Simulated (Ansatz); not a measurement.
**Density of states of MgS**

```cif
data_structure
_symmetry_space_group_name_H-M 'F-43m'
_symmetry_Int_Tables_number 216
_cell_length_a 5.6967
_cell_length_b 5.6967
_cell_length_c 5.6967
_cell_angle_alpha 90.000
_cell_angle_beta 90.000
_cell_angle_gamma 90.000
_cell_volume 184.88
loop_
_atom_site_label
_atom_site_type_symbol
_atom_site_symmetry_multiplicity
_atom_site_Wyckoff_symbol
_atom_site_fract_x
_atom_site_fract_y
_atom_site_fract_z
_atom_site_occupancy
Mg1 Mg 4 a 0.00000 0.00000 0.00000 1
S1 S 4 d 0.25000 0.25000 0.75000 1
```

The runs use the primitive cell with vectors (0.000, 2.848, 2.848), (2.848, 0.000, 2.848), (2.848, 2.848, 0.000) Å, to which the k mesh refers.

The cell was built from the zincblende type and relaxed in the same program, and has space group F-43m; it needn't be a known or the stable phase.

Theory: DFT, PBE, all-electron LAPW, scalar-relativistic in Ansatz 0.2.0.

Settings: a Γ-centred 13×13×13 k mesh, Fermi–Dirac smearing of 0.05 eV, basis error target 0.5 meV/atom, no spin polarisation.

States per eV and cell, averaged over 0.6 eV, from -3.4 to 3.6 eV, with energies (bin centres) from the valence-band top; empty bins are left out. The partial columns, the largest 3 alone, are projections on Löwdin-orthogonalised atomic shells (those that the program's projection atoms carry: the occupied ones and, for some elements, an empty d or f shell; other empty shells have no column), summed over atoms of an element. Weights on diffuse s and p shells depend on that basis and aren't pure angular character.

```tsv
E (eV)	total	S 3p	Mg 3s	S 3s
-3.2	0.07	0.06	0.01	0.00
-2.6	2.36	1.85	0.45	0.03
-2.0	0.79	0.65	0.09	0.03
-1.4	1.60	1.48	0.07	0.02
-0.8	3.12	2.99	0.03	0.01
-0.2	2.05	2.00	0.00	0.00
3.4	0.01	0.00	0.00	0.00
```

Task: Which of the resolved shells contributes most in the top eV of the valence band?

Result: S 3p, with 97 % of all states there; Mg 3s follows with 0 %.
